Before a computed dielectric constant of lead telluride goes into the design of an infrared film, someone has to choose a density functional. For this one crystal, with every atom in the same place, runs with six functionals give results from about 21 to about 33. The refractive index is the square root of that, so it runs from roughly 4.6 to 5.7, and the film thickness for a given optical path changes with it. The useful question is what the functional alters in the electrons, and by how much.

GPAW 26.7.0, plane-wave PAW DFT for PbTe (Fm-3m, cubic edge 6.462 Å), without spin polarisation or spin–orbit coupling. The k mesh is 6 × 6 × 6 for the ground state and 18 × 18 × 18 for the response, with Fermi–Dirac smearing of 0.001 eV. Dielectric xx is the clamped-ion value in the random-phase approximation, with local fields included.

| functional | potentials | wave cutoff | dielectric xx |
| --- | --- | --- | --- |
| LDA | GPAW-PAW-data-sets-(gpaw-data 1.2.1),-other-valence | 450 eV | 32.68 |
| PBE | GPAW-PAW-data-sets-(gpaw-data-1.2.1) | 400 eV | 27.49 |
| PBEsol | PAW-data-sets-made-by gpaw-setup-for-the-functional | 450 eV | 29.10 |
| RPBE | GPAW-PAW-data-sets-(gpaw-data-1.2.1) | 450 eV | 26.10 |
| AM05 | PAW-data-sets-made-by gpaw-setup-for-the-functional | 400 eV | 28.11 |
| GLLB-SC | GPAW-PAW-data-sets-(gpaw-data-1.2.1) | 400 eV | 20.77 |

The column dielectric xx gives the response of the electrons along one cube axis, with the ions held still. Cubic symmetry makes the three axes equal, so each row holds one result, called ε here. The ground state was computed with 6 k points along each direction, the response with 18. The same calculations also give the smallest energy gap between filled and empty states at the sampled k points; it is listed after this text. From LDA through PBEsol, AM05, PBE and RPBE to GLLB-SC, the gap rises and ε falls at each step.

**First explanation: local fields.** An applied field polarises the crystal unevenly, and the resulting fine-grained fields oppose part of the response. If functionals differed mainly in this correction, removing it should bring the rows together. It does not. Local fields lower ε by about 8% in each row, and without them the order is the same and the spread slightly wider, 12.8 instead of 11.9. The cause must lie in the electronic transitions themselves.

**Second explanation: the gap alone.** A field polarises a crystal by mixing a little of the empty states into the filled ones, and this is easier when the two lie close in energy. It is tempting to conclude that ε − 1 goes as one over the square of the smallest gap. Starting from PBE, that rule spreads the four gradient functionals (PBEsol, AM05, PBE, RPBE) over 10 units of ε, from 33.4 down to 23.4. The calculations spread them over only 3. The rule has the right direction and about three times the right size.

**Third explanation: the whole spectrum shifts.** The smallest gap belongs to a few states at the edges of the bands. Most of the polarisation is expected to come from the many transitions between filled states, largely of tellurium p character, and empty ones, largely of lead p character, well above the threshold. If a functional raises the empty states as a group, each transition gains about the same energy. That is a much larger fraction of the small gap than of a typical transition energy.

This can be turned into an estimate. For electrons that respond like oscillators of fixed strength,

ε − 1 ≈ (plasma energy / average transition energy)²

The plasma energy measures how densely the responding electrons are packed. Ten s and p valence electrons per pair of atoms give 14.3 eV. The PBE value without local fields then yields an average transition energy of 2.7 eV, about four times the PBE gap of 0.7 eV. This average is inferred from ε and depends on counting ten electrons, so it is a useful scale and not an independently computed energy. The fixed strength is an assumption too. If the empty states were simply moved up with all orbitals unchanged, theory says that each strength would grow with its transition energy, and ε − 1 would fall only about half as much.

RPBE serves as a worked case; it played no part in setting that scale. Its gap is 0.06 eV larger than that of PBE, so the average energy rises from 2.66 to 2.72 eV. With local fields assumed to act in the same proportion, the estimate is

ε ≈ 1 + (27.49 − 1) × (2.66 / 2.72)² ≈ 26.3

The full calculation gives 26.1, while the inverse-square rule gives 23.4.

The output below applies both recipes to every row, with PBE as the common starting point and no adjusted slope. For PBEsol, AM05 and RPBE the shift comes within 1% of the computed ε. That closeness should not be over-read. The changes from PBE are themselves only 2 to 6%, and the shift gives more than four fifths of the change for PBEsol and RPBE but only about three fifths for AM05. Unequal settings may play a part here: PBEsol and AM05 use another kind of potentials than PBE, and their response, like that of RPBE, included 30 bands instead of 26. Between PBEsol and AM05, which are alike in both respects, the shift gives a difference of 1.00 and the full calculations give 0.99. The optical matrix elements, which set the strength of each transition, also carry errors of a few percent. The same errors leave the order of close neighbours such as AM05 and PBE, about 2% apart, insecure. The threefold overshoot of the inverse-square rule is far too large to be explained that way.

The misses in ε are larger at the two ends of the series. The shift gives about two thirds of the fall from PBE to GLLB-SC and about half of the rise from PBE to LDA. Even there it is nearer than the inverse-square rule, which overshoots in both cases. If the strengths stay fixed, some shortfall is to be expected in theory: a single average energy stands in for a broad spectrum, and the lowest transitions, which gain or lose the largest fraction of their energy, count for more in ε than higher ones of equal strength. How much of the shortfall this covers has not been worked out.

For GLLB-SC there is a further clue. Its own ε without local fields corresponds to an average energy of 14.3 / √(22.68 − 1) ≈ 3.1 eV, about 0.4 eV above PBE, although its gap is only about 0.26 eV larger. Part of this may be the effect of the broad spectrum just described, since at fixed strengths even an equal shift of all transitions raises this inferred average by more than the shift itself. The higher transitions may also have moved up more than the threshold did, or the transitions may have become weaker; the available results do not separate these causes. The response calculation also lacks terms that belong to this functional, so its low ε is the least secure value in the table.

LDA poses a different problem. It lies 3.6 above PBEsol for a gap only 0.05 eV smaller, whereas a gap difference of nearly the same size between PBEsol and AM05 changes ε by 1.0. The LDA run also used different atomic potentials, with 30 explicit electrons instead of 20. Its response cutoff was higher as well, but that cutoff acts through the local fields, and the excess over PBEsol is there without them: 35.46 against 31.51. No LDA run with matching settings is available, so the extra height cannot be credited to the functional alone.

These two end rows also decide how a gentler gap rule fares, with ε − 1 proportional to one over the gap instead of its square. The product of ε − 1 and the gap stays between 17.6 and 18.9 eV in all six rows, so this rule follows the whole series more closely than the shift does. Among the four gradient functionals, however, it gives a spread of 4.9, where the calculations give 3.0 and the shift 2.5. The rows therefore favour the shift for these four, but do not settle the matter over the whole range.

For the choice of functional, the gap change measured against the average transition energy is therefore a better guide than the inverse square of the gap. In this crystal, raising the transitions by 0.1 eV at fixed strengths should lower ε − 1 by about 2 × 0.1 / 2.7, or 7%. Measured from PBE, the estimate falls short for every functional here, a little for PBEsol and RPBE and by a larger share for the others, so it gives the scale of the change and not its exact size.

None of these rows should be picked because it happens to match a measured refractive index. Spin–orbit coupling is left out, and in lead telluride it strongly reduces the gap, mainly by splitting the lead p states. Such a splitting lowers some empty states and raises others, so its effect on ε cannot be estimated by treating the change in the gap as a common shift. A match with experiment could come from two errors that cancel. For a design value, spin–orbit coupling has to be included before the functionals are judged.

Numerical output:

```
Gap and local fields:
      row  gap_eV    eps  eps_no_local_fields  lowering  lowering_percent
      LDA   0.577  32.68                35.46     2.779             7.839
      PBE  0.6938  27.49                29.82     2.328             7.807
   PBEsol  0.6271   29.1                31.51     2.412             7.653
     RPBE  0.7542   26.1                28.35     2.249             7.933
     AM05  0.6749  28.11                30.47     2.357             7.736
  GLLB-SC  0.9506  20.77                22.68     1.912             8.428
Models anchored at PBE:
      row    eps  rigid_shift  miss_shift  inverse_square_gap  miss_inverse_square
      LDA  32.68        29.98      -2.703               39.31                6.627
      PBE  27.49        27.49  -1.066e-14               27.49                    0
   PBEsol   29.1        28.87     -0.2318               33.42                4.323
     RPBE   26.1        26.33      0.2289               23.42                -2.68
     AM05  28.11        27.87     -0.2396                  29                0.886
  GLLB-SC  20.77        23.04       2.265               15.11               -5.659
Plasma energy of ten valence electrons, eV: 14.3
Average transition energy in PBE, eV: 2.663
Span of eps over all rows, with local fields: 11.91
Span of eps over all rows, without local fields: 12.78
Largest miss of the rigid shift, PBEsol AM05 RPBE: 0.2396
Largest miss of the inverse square, PBEsol AM05 RPBE: 4.323
Span of eps over the four gradient functionals: 3
Span that the rigid shift gives for these four: 2.539
Share of the PBE to LDA rise given by the shift, percent: 47.92
Share of the PBE to GLLB-SC fall given by the shift, percent: 66.29
LDA less PBEsol, eps: 3.58
PBEsol less AM05, eps: 0.99
AM05 above PBE, percent of eps: 2.255
```
